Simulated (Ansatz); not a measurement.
# Relaxation path: fcc Bi (110), 5 layers

DFT, PBE, PAW with Ansatz's default frozen-core files, scalar-relativistic (Ansatz 0.2.0); a Γ-centred 12×8×1 k mesh, Fermi–Dirac smearing of 0.1 eV, no spin polarisation. The run relaxes the atoms in the fixed cell.

Command: `ansatz run input.yaml --threads 2 --pin off --max-ram 4096MiB --backend cpu --events-out ev --progress --plain --runs-dir out` It took 110 s on 2 threads of Arm Neoverse V2, on a shared host, peak memory 0.82 GiB.

```yaml
crystal:
  lattice:
    - [3.5538908624, 0.0, 0.0]
    - [0.0, 5.0259606568, 0.0]
    - [0.0, 0.0, 20.1078]
  atoms:
    - { symbol: Bi, position: [0.0, 0.0, 0.3232580959] }
    - { symbol: Bi, position: [0.5, 0.5, 0.4116290477] }
    - { symbol: Bi, position: [0.0, 0.0, 0.5] }
    - { symbol: Bi, position: [0.5, 0.5, 0.5883709523] }
    - { symbol: Bi, position: [0.0, 0.0, 0.6767419041] }
kpoints:
  mp_grid: { grid: [12, 8, 1] }
scf:
  occupations: { method: fermi_dirac, width: 0.1 }
hamiltonian:
  xc: pbe
  pseudopotentials: { kind: paw }
output:
  forces: true
  stress: true
  eigenvalues: true
relax:
  f_tol: 0.01
  max_steps: 40
efield:
  axis: 3
  amplitude: 0
  dipole_correction: true
```

Each step lists its free energy a cell above the last geometry, and Cartesian positions (Å) with forces (eV/Å).

The first step:

```
step 1  dF = 307.36 meV
  Bi 0.0000 0.0000 6.5000   0.0000 0.0000 0.5869
  Bi 1.7769 2.5130 8.2770   0.0000 0.0000 -0.7292
  Bi 0.0000 0.0000 10.0539   0.0000 0.0000 0.0000
  Bi 1.7769 2.5130 11.8308   0.0000 0.0000 0.7292
  Bi 0.0000 0.0000 13.6078   0.0000 0.0000 -0.5869
```

Spin–orbit coupling is left out, which matters for the heavy atoms.

Task: Where does the relaxation end, and by which steps?

Result: After 5 geometries, with a shortest distance of 3.364 Å. The further steps:
```
step 2  dF = 42.52 meV
  Bi 0.0000 0.0000 6.6568   0.0000 0.0000 0.1200
  Bi 1.7769 2.5130 8.1380   0.0000 0.0000 -0.3181
  Bi 0.0000 0.0000 10.0539   0.0000 0.0000 0.0000
  Bi 1.7769 2.5130 11.9698   0.0000 0.0000 0.3181
  Bi 0.0000 0.0000 13.4510   0.0000 0.0000 -0.1200
step 3  dF = 5.92 meV
  Bi 0.0000 0.0000 6.6449   0.0000 0.0000 -0.0620
  Bi 1.7769 2.5130 7.9542   0.0000 0.0000 0.1221
  Bi 0.0000 0.0000 10.0539   0.0000 0.0000 0.0000
  Bi 1.7769 2.5130 12.1536   0.0000 0.0000 -0.1221
  Bi 0.0000 0.0000 13.4629   0.0000 0.0000 0.0620
step 4  dF = 0.17 meV
  Bi 0.0000 0.0000 6.6452   0.0000 0.0000 0.0037
  Bi 1.7769 2.5130 8.0104   0.0000 0.0000 -0.0198
  Bi 0.0000 0.0000 10.0539   0.0000 0.0000 0.0000
  Bi 1.7769 2.5130 12.0974   0.0000 0.0000 0.0198
  Bi 0.0000 0.0000 13.4626   0.0000 0.0000 -0.0037
step 5  dF = 0.00 meV
  Bi 0.0000 0.0000 6.6436   0.0000 0.0000 -0.0017
  Bi 1.7769 2.5130 8.0024   0.0000 0.0000 -0.0014
  Bi 0.0000 0.0000 10.0539   0.0000 0.0000 0.0000
  Bi 1.7769 2.5130 12.1054   0.0000 0.0000 0.0014
  Bi 0.0000 0.0000 13.4642   0.0000 0.0000 0.0017
```
